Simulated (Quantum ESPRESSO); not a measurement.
Wanted: the native input for a Quantum ESPRESSO 7.5 run.

* Task: band structure
* Functional: PBEsol
* Potentials or basis: GBRV 1.5 PBEsol
* Cutoff: 612 eV
* Density cutoff: 4898 eV
* k mesh: 11 × 11 × 11
* Occupations: fermi-dirac, width 0.05 eV
* Spin: no spin polarisation
* Mixing beta: 0.5
* Most SCF iterations: 120
* SCF threshold: 4e-10 Ry

Crystal: Ge.

```
Ge
1.0
    -2.57449    2.57449    1.39741
     2.57449   -2.57449    1.39741
     2.57449    2.57449   -1.39741
Ge
2
Direct
  0.50000 0.50000 0.00000
  0.25000 0.75000 0.50000
```

This isn't the form of Ge at room conditions, which is diamond.

One way to write it, as run:

pw.in

```
&CONTROL
  calculation = 'scf'
  prefix = 'pwscf'
  outdir = './tmp'
  pseudo_dir = './pseudo'
  tprnfor = .true.
  tstress = .true.
  disk_io = 'low'
/
&SYSTEM
  ibrav = 0
  celldm(1) = 8
  nat = 2
  ntyp = 1
  ecutwfc = 45
  ecutrho = 360
  nbnd = 21
  occupations = 'smearing'
  smearing = 'fd'
  degauss = 0.00367493
/
&ELECTRONS
  conv_thr = 4d-10
  electron_maxstep = 120
  mixing_beta = 0.5
/
ATOMIC_SPECIES
Ge    72.6300 ge_pbesol_v1.4.uspp.F.UPF
CELL_PARAMETERS alat
 -0.6081350599468   0.6081350599468   0.3300908973422
  0.6081350599468  -0.6081350599468   0.3300908973422
  0.6081350599468   0.6081350599468  -0.3300908973422
ATOMIC_POSITIONS crystal
Ge     0.5000000000    0.5000000000    0.0000000000
Ge     0.2500000000    0.7500000000    0.5000000000
K_POINTS automatic
11 11 11 0 0 0
```

bands.in

```
&CONTROL
  calculation = 'bands'
  prefix = 'pwscf'
  outdir = './tmp'
  pseudo_dir = './pseudo'
  disk_io = 'low'
  verbosity = 'high'
/
&SYSTEM
  ibrav = 0
  celldm(1) = 8
  nat = 2
  ntyp = 1
  ecutwfc = 45
  ecutrho = 360
  nbnd = 21
  occupations = 'smearing'
  smearing = 'fd'
  degauss = 0.00367493
/
&ELECTRONS
  conv_thr = 1d-08
  electron_maxstep = 120
  mixing_beta = 0.5
  diago_full_acc = .true.
  startingwfc = 'random'
/
ATOMIC_SPECIES
Ge    72.6300 ge_pbesol_v1.4.uspp.F.UPF
CELL_PARAMETERS alat
 -0.6081350599468   0.6081350599468   0.3300908973422
  0.6081350599468  -0.6081350599468   0.3300908973422
  0.6081350599468   0.6081350599468  -0.3300908973422
ATOMIC_POSITIONS crystal
Ge     0.5000000000    0.5000000000    0.0000000000
Ge     0.2500000000    0.7500000000    0.5000000000
K_POINTS crystal
60
 0.0000000000  0.0000000000  0.0000000000 1
 0.0000000000  0.0000000000  0.1000000000 1
 0.0000000000  0.0000000000  0.2000000000 1
 0.0000000000  0.0000000000  0.3000000000 1
 0.0000000000  0.0000000000  0.4000000000 1
 0.0000000000  0.0000000000  0.5000000000 1
-0.1000000000  0.1000000000  0.5000000000 1
-0.2000000000  0.2000000000  0.5000000000 1
-0.3000000000  0.3000000000  0.5000000000 1
-0.4000000000  0.4000000000  0.5000000000 1
-0.5000000000  0.5000000000  0.5000000000 1
-0.4375000000  0.4375000000  0.4375000000 1
-0.3750000000  0.3750000000  0.3750000000 1
-0.3125000000  0.3125000000  0.3125000000 1
-0.2500000000  0.2500000000  0.2500000000 1
-0.1875000000  0.1875000000  0.1875000000 1
-0.1250000000  0.1250000000  0.1250000000 1
-0.0625000000  0.0625000000  0.0625000000 1
 0.0000000000  0.0000000000  0.0000000000 1
 0.0323655812  0.0323655812 -0.0323655812 1
 0.0647311624  0.0647311624 -0.0647311624 1
 0.0970967436  0.0970967436 -0.0970967436 1
 0.1294623248  0.1294623248 -0.1294623248 1
 0.1618279060  0.1618279060 -0.1618279060 1
 0.1941934872  0.1941934872 -0.1941934872 1
 0.2265590684  0.2265590684 -0.2265590684 1
 0.2589246496  0.2589246496 -0.2589246496 1
 0.2912902308  0.2912902308 -0.2912902308 1
 0.3236558120  0.3236558120 -0.3236558120 1
 0.3113798433  0.3113798433 -0.2280465100 1
 0.2991038746  0.2991038746 -0.1324372080 1
 0.2868279060  0.2868279060 -0.0368279060 1
 0.2745519373  0.2745519373  0.0587813960 1
 0.2622759687  0.2622759687  0.1543906980 1
 0.2500000000  0.2500000000  0.2500000000 1
 0.1875000000  0.3125000000  0.1875000000 1
 0.1250000000  0.3750000000  0.1250000000 1
 0.0625000000  0.4375000000  0.0625000000 1
 0.0000000000  0.5000000000  0.0000000000 1
-0.0647311624  0.5352688376  0.0647311624 1
-0.1294623248  0.5705376752  0.1294623248 1
-0.1941934872  0.6058065128  0.1941934872 1
-0.2589246496  0.6410753504  0.2589246496 1
-0.3236558120  0.6763441880  0.3236558120 1
-0.3530465100  0.6469534900  0.3530465100 1
-0.3824372080  0.6175627920  0.3824372080 1
-0.4118279060  0.5881720940  0.4118279060 1
-0.4412186040  0.5587813960  0.4412186040 1
-0.4706093020  0.5293906980  0.4706093020 1
-0.5000000000  0.5000000000  0.5000000000 1
 0.0000000000  0.0000000000  0.5000000000 1
 0.0277777778  0.0277777778  0.4722222222 1
 0.0555555556  0.0555555556  0.4444444444 1
 0.0833333333  0.0833333333  0.4166666667 1
 0.1111111111  0.1111111111  0.3888888889 1
 0.1388888889  0.1388888889  0.3611111111 1
 0.1666666667  0.1666666667  0.3333333333 1
 0.1944444444  0.1944444444  0.3055555556 1
 0.2222222222  0.2222222222  0.2777777778 1
 0.2500000000  0.2500000000  0.2500000000 1
```

Potentials or basis: GBRV 1.5 PBEsol.

Launch:

```sh
$ OMP_NUM_THREADS=1 mpirun -n 2 pw.x -nk 2 -in pw.in > pw.out
$ OMP_NUM_THREADS=1 mpirun -n 2 pw.x -nk 2 -in bands.in > bands.out
```

Results of the run:

| Quantity | Value |
| --- | --- |
| Pressure | -0.8 GPa |
| Band gap on the k mesh | none (metal or under the smearing width) |

Run time: 46 s on 2 MPI ranks on Intel(R) Xeon(R) Processor @ 2.70GHz, on a shared host, peak memory 0.26 GiB a rank.
